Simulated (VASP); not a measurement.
# BeTe (P6_3/mmc) in VASP: single point with HSE06

Aim: the single point of BeTe with HSE06.

Everything below comes from runs of VASP 6.6.1. Logs are shortened: lines on timing, memory, paths and dates and some standing lists are left out, and cuts for length are marked.

## 1. The structure

Symmetry: P6_3/mmc, No. 194, hexagonal system. The conventional cell has a = 4.031 Å, b = 4.031 Å, c = 8.144 Å, α = 90.00°, β = 90.00°, γ = 120.00°. Be (site symmetry -6m2) has 3 Te at 2.33 Å as nearest neighbours. Te (site symmetry -6m2) is surrounded by 3 Be at 2.33 Å.

The cell was built by a generator and needn't be a form met in nature.

## 2. Single point, HSE06

POSCAR reads:

```
BeTe
1.0
    4.0308525024      0.0000000000      0.0000000000
   -2.0154262512      3.4908206659      0.0000000000
    0.0000000000      0.0000000000      8.1440509101
Be Te
2 2
Direct
    0.3333333333      0.6666666667      0.2500000000
    0.6666666667      0.3333333333      0.7500000000
    0.6666666667      0.3333333333      0.2500000000
    0.3333333333      0.6666666667      0.7500000000
```

INCAR.step1 reads:

```
SYSTEM = BeTe
PREC     = Accurate       ! precision mode
ENCUT    = 520            ! plane-wave cutoff, eV
EDIFF    = 1E-5           ! SCF threshold, eV
ISMEAR   = 0              ! smearing method
SIGMA    = 0.01           ! smearing width, eV
LREAL    = .FALSE.        ! projectors in reciprocal space
LASPH    = .TRUE.         ! aspherical terms in the spheres
NELM     = 100            ! most SCF steps
ALGO     = Normal         ! electronic algorithm
ISIF     = 2              ! what is computed and relaxed
LWAVE    = .TRUE.         ! write WAVECAR
LCHARG   = .FALSE.        ! write CHGCAR
NBANDS   = 16             ! bands
GGA      = PE             ! functional
```

INCAR.step2 reads:

```
SYSTEM = BeTe
PREC     = Accurate       ! precision mode
ENCUT    = 520            ! plane-wave cutoff, eV
EDIFF    = 1E-7           ! SCF threshold, eV
ISMEAR   = 0              ! smearing method
SIGMA    = 0.01           ! smearing width, eV
LREAL    = .FALSE.        ! projectors in reciprocal space
LASPH    = .TRUE.         ! aspherical terms in the spheres
NELM     = 100            ! most SCF steps
ALGO     = Normal         ! electronic algorithm
ISIF     = 2              ! what is computed and relaxed
LWAVE    = .FALSE.        ! write WAVECAR
LCHARG   = .FALSE.        ! write CHGCAR
GGA      = PE             ! functional
LHFCALC  = .TRUE.         ! exact exchange
HFSCREEN = 0.2079         ! screening, 1/A
PRECFOCK = Normal       
NBANDS   = 16             ! bands
ISTART   = 1
```

KPOINTS reads:

```
Automatic mesh
0
G
  6 6 2
  0 0 0
```

Potentials or basis: VASP PAW PBE potentials, release 64 (Be, Te).

Run with:

```console
cat potpaw_PBE.64/Be/POTCAR potpaw_PBE.64/Te/POTCAR > POTCAR
cp INCAR.step1 INCAR
mpirun -np 1 vasp_std > vasp.out
cp INCAR.step2 INCAR
mpirun -np 1 vasp_std > vasp.out
```

OUTCAR:

```text
SYSTEM = BeTe
   PREC = Accurate
   ENCUT = 520
   EDIFF = 1E-7
   ISMEAR = 0
   LREAL = .FALSE.
   LASPH = .TRUE.
   NELM = 100
   ISIF = 2
   GGA = PE
   LHFCALC = .TRUE.
   HFSCREEN = 0.2079
   PRECFOCK = Normal
   ISTART = 1

 ion  position               nearest neighbor table
   1  0.333  0.667  0.250-   3 2.33   3 2.33   3 2.33
   2  0.667  0.333  0.750-   4 2.33   4 2.33   4 2.33
   3  0.667  0.333  0.250-   1 2.33   1 2.33   1 2.33
   4  0.333  0.667  0.750-   2 2.33   2 2.33   2 2.33

  LATTYP: Found a hexagonal cell.
 ALAT       =     4.0308525024
 C/A-ratio  =     2.0204289056

  Lattice vectors:

 A1 = (   4.0308525024,   0.0000000000,   0.0000000000)
 A2 = (  -2.0154262512,   3.4908206659,   0.0000000000)
 A3 = (   0.0000000000,   0.0000000000,   8.1440509101)

Analysis of symmetry for initial positions (statically):
=====================================================================
 Subroutine PRICEL returns:
 Original cell was already a primitive cell.

 Routine SETGRP: Setting up the symmetry group for a
 hexagonal supercell.

 Subroutine GETGRP returns: Found 24 space group operations
 (whereof 12 operations were pure point group operations)
 out of a pool of 24 trial point group operations.

The static configuration has the point symmetry D_3d.
 The point group associated with its full space group is D_6h.

Analysis of symmetry for dynamics (positions and initial velocities):
=====================================================================
 Subroutine PRICEL returns:
 Original cell was already a primitive cell.

 Routine SETGRP: Setting up the symmetry group for a
 hexagonal supercell.

 Subroutine GETGRP returns: Found 24 space group operations
 (whereof 12 operations were pure point group operations)
 out of a pool of 24 trial point group operations.

The dynamic configuration has the point symmetry D_3d.
 The point group associated with its full space group is D_6h.

 Subroutine INISYM returns: Found 24 space group operations
 (whereof 12 operations are pure point group operations),
 and found     1 'primitive' translations

----------------------------------------------------------------------------------------

                                     Primitive cell

  volume of cell :     114.5948

  direct lattice vectors                    reciprocal lattice vectors
     4.030852502  0.000000000  0.000000000     0.248086478  0.143232795  0.000000000
    -2.015426251  3.490820666  0.000000000     0.000000000  0.286465590  0.000000000
     0.000000000  0.000000000  8.144050910     0.000000000  0.000000000  0.122789016

  length of vectors
     4.030852502  4.030852502  8.144050910     0.286465590  0.286465590  0.122789016

  position of ions in fractional coordinates (direct lattice)
     0.333333333  0.666666667  0.250000000
     0.666666667  0.333333333  0.750000000
     0.666666667  0.333333333  0.250000000
     0.333333333  0.666666667  0.750000000

  ion indices of the primitive-cell ions
   primitive index   ion index
                 1           1
                 2           2
                 3           3
                 4           4

----------------------------------------------------------------------------------------

 KPOINTS: Automatic mesh

Automatic generation of k-mesh.
 Grid dimensions read from file:
 generate k-points for:    6    6    2

 Generating k-lattice:

  Cartesian coordinates                     Fractional coordinates (reciprocal lattice)
     0.041347746  0.023872132  0.000000000     0.166666667  0.000000000  0.000000000
     0.000000000  0.047744265  0.000000000     0.000000000  0.166666667  0.000000000
     0.000000000  0.000000000  0.061394508     0.000000000  0.000000000  0.500000000

  Length of vectors
     0.047744265  0.047744265  0.061394508

  Shift w.r.t. Gamma in fractional coordinates (k-lattice)
     0.000000000  0.000000000  0.000000000

 Subroutine IBZKPT returns following result:
 ===========================================

 Found     14 irreducible k-points:

 Following reciprocal coordinates:
            Coordinates               Weight
  0.000000  0.000000  0.000000      1.000000
  0.166667  0.000000  0.000000      6.000000
  0.333333  0.000000  0.000000      6.000000
  0.500000  0.000000  0.000000      3.000000
  0.166667  0.166667  0.000000      6.000000
  0.333333  0.166667  0.000000     12.000000
  0.333333  0.333333  0.000000      2.000000
  0.000000  0.000000  0.500000      1.000000
  0.166667  0.000000  0.500000      6.000000
  0.333333  0.000000  0.500000      6.000000
  0.500000  0.000000  0.500000      3.000000
  0.166667  0.166667  0.500000      6.000000
  0.333333  0.166667  0.500000     12.000000
  0.333333  0.333333  0.500000      2.000000
   k-points           NKPTS =     14   k-points in BZ     NKDIM =     72   number of bands    NBANDS=     16
   number of dos      NEDOS =    301   number of ions     NIONS =      4
   total plane-waves  NPLWV =  57600
   dimension x,y,z NGX =    30 NGY =   30 NGZ =   64
   dimension x,y,z NGXF=    60 NGYF=   60 NGZF=  128
   ions per type =               2   2
   NGX,Y,Z   is equivalent  to a cutoff of  12.37, 12.37, 13.06 a.u.
   NGXF,Y,Z  is equivalent  to a cutoff of  24.75, 24.75, 26.13 a.u.
 SYSTEM =  BeTe
   PREC   = accura    normal or accurate (medium, high low for compatibility)
   ISTART =      1    job   : 0-new  1-cont  2-samecut
   ICHARG =      0    charge: 1-file 2-atom 10-const
   ISPIN  =      1    spin polarized calculation?
   LNONCOLLINEAR =      F non collinear calculations
   LSORBIT =      F    spin-orbit coupling
   LASPH  =      T    aspherical Exc in radial PAW
   ENCUT  =  520.0 eV  38.22 Ry    6.18 a.u.   7.49  7.49 15.14*2*pi/ulx,y,z
   NELM   =    100;   NELMIN=  2; NELMDL=  0     # of ELM steps
   EDIFF  = 0.1E-06   stopping-criterion for ELM
   LREAL  =      F    real-space projection
   EDIFFG = 0.1E-05   stopping-criterion for IOM
   NSW    =      0    number of steps for IOM
   IBRION =     -1    ionic relax: 0-MD 1-quasi-New 2-CG
   NFREE  =      0    steps in history (QN), initial steepest desc. (CG)
   ISIF   =      2    stress and relaxation
   ISYM   =      3    0-nonsym 1-usesym 2-fastsym
   POTIM  = 0.5000    time-step for ionic-motion
   TEBEG  =    0.0;   TEEND  =   0.0 temperature during run
   PSTRESS=    0.0 pullay stress
   NELECT =      16.0000    total number of electrons
   NUPDOWN=      -1.0000    fix difference up-down
   EMIN   =  10.00;   EMAX   =-10.00  energy-range for DOS
   EFERMI =   0.00;   METHOD = LEGACY
   ISMEAR =     0;   SIGMA  =   0.01  broadening in eV -4-tet -1-fermi 0-gaus
   EFERMI_NEDOS =   21; number of points for ismear=-14 and -15
   IALGO  =     38    algorithm
   IMIX   =      1    mixing-type and parameters
     AMIX     =   0.40;   BMIX     =  1.00
     AMIX_MAG =   1.60;   BMIX_MAG =  1.00
  volume/ion in A,a.u.               =      28.65       193.33
  Fermi-wavevector in a.u.,A,eV,Ry     =   0.849298  1.604940  9.813967  0.721306
  Thomas-Fermi vector in A             =   1.965096
   LORBIT       =      0    0 simple, 1 ext, 2 COOP (PROOUT), +10 PAW based schemes
   GGA     = PE    functional components
   LHFCALC =     T    Hartree Fock is set to
   PRECFOCK=normal    Normal, Fast or Accurate (Low or Medium for compatibility)
   ENCUT4O =  -1.0   cutoff for four orbital integrals eV
   NKREDX  =     1    reduce k-point grid by
   NKREDY  =     1    reduce k-point grid by
   NKREDZ  =     1    reduce k-point grid by
   AEXX    =    0.2500 exact exchange contribution
   HFSCREEN=    0.2079 screening length (either q_TF or 0.3 A-1)
   HFSCREENC=   0.2079 screening length for correlation (either q_TF or 0.3 A-1)
   ENCUTFOCK=  -1.0 apply spherical cutoff to Coloumb kernel
   IVDW    =     0    specifies the selected vdW correction
   LEPSILON=     F    determine dielectric tensor
   LRPA    =     F    only Hartree local field effects (RPA)
 non-spin polarized calculation
 Gauss-broadening in eV      SIGMA  =   0.01
  energy-cutoff  :      520.00
  volume of cell :      114.59
 maximum number of plane-waves:      3114
 NGX is ok and might be reduce to    30
  NGX = 24; NGY = 24; NGZ = 48

 number of electron      16.0000001 magnetization

 Free energy of the ion-electron system (eV)
  ---------------------------------------------------
  ext. energy  EPLUGINS =         0.00000000
  ---------------------------------------------------
  free energy    TOTEN  =       -16.49557051 eV

  energy without entropy =      -16.49557051  energy(sigma->0) =      -16.49557051

 E-fermi :   1.8726     XC(G=0):  -6.6516

 val. band max:        1.7966121003   @ k =   0.3333   0.1667   0.0000
 cond. band min:       5.3760665703   @ k =   0.3333   0.3333   0.5000
 fundamental gap:      3.5794544701
 Fermi energy:         1.8725663830

 k-point     1 :       0.0000    0.0000    0.0000
  band No.  band energies     occupation
      1     -10.3478      2.00000
      2     -10.0159      2.00000
      3      -1.4903      2.00000
      4       1.0481      2.00000
      5       1.0563      2.00000
      6       1.0563      2.00000
[... 8 lines left out ...]
     15       8.1314      0.00000
     16       9.3697      0.00000

 k-point     2 :       0.1667    0.0000    0.0000
  band No.  band energies     occupation
      1     -10.1270      2.00000
      2      -9.8152      2.00000
      3      -1.1607      2.00000
      4      -0.3799      2.00000
      5      -0.1683      2.00000
      6       0.5713      2.00000
[... 8 lines left out ...]
     15       8.7765      0.00000
     16       9.0909      0.00000

 k-point     3 :       0.3333    0.0000    0.0000
  band No.  band energies     occupation
      1      -9.5808      2.00000
      2      -9.3463      2.00000
      3      -2.4041      2.00000
      4      -2.1999      2.00000
      5      -0.2561      2.00000
      6      -0.1560      2.00000
[... 8 lines left out ...]
     15      10.8148      0.00000
     16      10.9879      0.00000
[... 172 lines left out ...]
 k-point    13 :       0.3333    0.1667    0.5000
  band No.  band energies     occupation
      1      -9.1538      2.00000
      2      -9.1538      2.00000
      3      -2.8558      2.00000
      4      -2.8558      2.00000
      5      -1.0614      2.00000
      6      -1.0614      2.00000
[... 8 lines left out ...]
     15      10.7202      0.00000
     16      10.7202      0.00000

 k-point    14 :       0.3333    0.3333    0.5000
  band No.  band energies     occupation
      1      -8.9819      2.00000
      2      -8.9819      2.00000
      3      -2.7202      2.00000
      4      -2.7202      2.00000
      5      -2.0397      2.00000
      6      -2.0397      2.00000
[... 8 lines left out ...]
     15      10.6942      0.00000
     16      10.6942      0.00000

------------------------ aborting loop because EDIFF is reached ----------------------------------------

  FORCE on cell =-STRESS in cart. coord.  units (eV):
  Direction    XX          YY          ZZ          XY          YZ          ZX
  --------------------------------------------------------------------------------------
  -------------------------------------------------------------------------------------
  Total       -0.4714676     -0.4714676      0.0481761      0.0000000      0.0000000      0.0000000
  in kB       -6.5917015     -6.5917015      0.6735613      0.0000000      0.0000000      0.0000000
  external PRESSURE =      -4.1699473 kB  Pullay stress =       0.0000000 kB

 VOLUME and BASIS-vectors are now :
 -----------------------------------------------------------------------------
  energy-cutoff  :      520.00
  volume of cell :      114.59
      direct lattice vectors                 reciprocal lattice vectors
     4.030852502  0.000000000  0.000000000     0.248086478  0.143232795  0.000000000
    -2.015426251  3.490820666  0.000000000     0.000000000  0.286465590  0.000000000
     0.000000000  0.000000000  8.144050910     0.000000000  0.000000000  0.122789016

 POSITION                                       TOTAL-FORCE (eV/Angst)
 -----------------------------------------------------------------------------------
     -0.00000      2.32721      2.03601        -0.000000      0.000000     -0.000000
      2.01543      1.16361      6.10804         0.000000      0.000000     -0.000000
      2.01543      1.16361      2.03601        -0.000000      0.000000      0.000000
     -0.00000      2.32721      6.10804         0.000000     -0.000000     -0.000000
 -----------------------------------------------------------------------------------
    total drift:                                0.000000     -0.000000     -0.000000

  FREE ENERGIE OF THE ION-ELECTRON SYSTEM (eV)
  ---------------------------------------------------
  free  energy   TOTEN  =       -16.4955705095 eV

  energy  without entropy=      -16.4955705095  energy(sigma->0) =      -16.49557051
```

Wall time 26 min (1 thread of AMD EPYC 9R14 (Zen 4), shared host); peak memory 0.34 GiB.

Results:

```
Free energy            : -16.4956 eV
Pressure               : -0.4 GPa
Band gap on the k mesh : 3.58 eV, indirect (least direct gap 3.71 eV)
```

Levels at points of the mesh, in eV from the valence-band top:
```tsv
k point	band 5	band 6	band 7	band 8	band 9	band 10	band 11	band 12
(0.00, 0.00, 0.00)	-0.74	-0.74	-0.54	-0.54	4.31	4.44	5.49	5.49
(0.50, 0.00, 0.00)	-2.25	-2.00	-1.23	-0.10	3.61	3.83	4.38	5.00
(0.00, 0.00, 0.50)	-0.64	-0.64	-0.64	-0.64	4.65	4.65	5.67	5.67
(0.50, 0.00, 0.50)	-2.13	-2.13	-0.52	-0.52	3.63	3.63	4.12	4.12
```

Caveat: the PAW data sets were made with another functional, which shifts forces and pressure a little; spin-orbit coupling is left out, which moves the levels of the heavy elements; this functional lacks dispersion, which binds the layers, so the pressure and a relaxed spacing across them are unreliable.
